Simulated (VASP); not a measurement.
## SrO in VASP 6.6.1, single-point calculation

INCAR

```
NELM = 120
MAGMOM = 3 3
LWAVE = .FALSE.
ISPIN = 2
LREAL = .FALSE.
ISIF = 2
NSW = 0
GGA = PE
IBRION = -1
LASPH = .TRUE.
SIGMA = 0.02
NBANDS = 15
ENCUT = 520
EDIFF = 1E-7
LCHARG = .FALSE.
PREC = Accurate
ISMEAR = -1
```

KPOINTS

```
KPOINTS created by Atomic Simulation Environment
0
Gamma
5 5 5
0 0 0
```

POSCAR

```
Sr O
 1.0000000000000000
     0.0000000000000000    2.6056912490999999    2.5669928641999999
     2.6056912490999999    0.0000000000000000    2.5669928641999999
     2.6056912490999999    2.6056912490999999    0.0000000000000000
 Sr  O
   1   1
Cartesian
  0.0000000000000000  0.0000000000000000  0.0000000000000000
  2.6056912491000004  2.6056912491000004  2.5669928642000004
```

The recommended PBE PAW datasets give the neutral cell 16 valence electrons.

Command

```
mpirun -np 1 vasp_std
```

OSZICAR

```
N       E                     dE             d eps       ncg     rms          rms(c)
DAV:   1     0.713412389593E+02    0.71341E+02   -0.91797E+03  1080   0.105E+03
DAV:   2    -0.589791508416E+01   -0.77239E+02   -0.71352E+02  1480   0.218E+02
DAV:   3    -0.892866299947E+01   -0.30307E+01   -0.30172E+01  1339   0.392E+01
DAV:   4    -0.899607980784E+01   -0.67417E-01   -0.67404E-01  1436   0.554E+00
DAV:   5    -0.899768638116E+01   -0.16066E-02   -0.16066E-02  1267   0.671E-01    0.264E+01
DAV:   6    -0.117416104345E+02   -0.27439E+01   -0.70270E+00  1143   0.184E+01    0.199E+01
DAV:   7    -0.120609760423E+02   -0.31937E+00   -0.34552E-01  1171   0.464E+00    0.107E+01
DAV:   8    -0.120466827847E+02    0.14293E-01   -0.74378E-02  1339   0.258E+00    0.496E+00
DAV:   9    -0.120489808085E+02   -0.22980E-02   -0.11347E-02  1363   0.106E+00    0.387E-01
DAV:  10    -0.120503742549E+02   -0.13934E-02   -0.22686E-03  1137   0.351E-01    0.173E-01
DAV:  11    -0.120507794425E+02   -0.40519E-03   -0.19989E-04  1178   0.119E-01    0.121E-01
DAV:  12    -0.120510263316E+02   -0.24689E-03   -0.21107E-04  1094   0.104E-01    0.350E-02
DAV:  13    -0.120510310451E+02   -0.47136E-05   -0.98458E-06  1433   0.273E-02    0.158E-02
DAV:  14    -0.120510359060E+02   -0.48609E-05   -0.36702E-06  1080   0.154E-02    0.810E-03
DAV:  15    -0.120510371811E+02   -0.12750E-05   -0.14636E-06  1122   0.870E-03    0.209E-03
DAV:  16    -0.120510371812E+02   -0.15098E-09   -0.55748E-08  1024   0.207E-03
   1 F= -.12051037E+02 E0= -.12051037E+02  d E =-.888971E-12  mag=    -0.0000
```

It converged. Results: pressure 1.0 GPa; magnetic moment of the cell 0.00 μB.

For comparison, a separate PBE run of the intended cell, on usual settings and not on those above, gives a gap of 3.21 eV on its mesh and a pressure of 1.0 GPa.

The run above took about 18 s on one core of a shared host (Intel Xeon Platinum 8488C) and held 0.17 GiB at most.
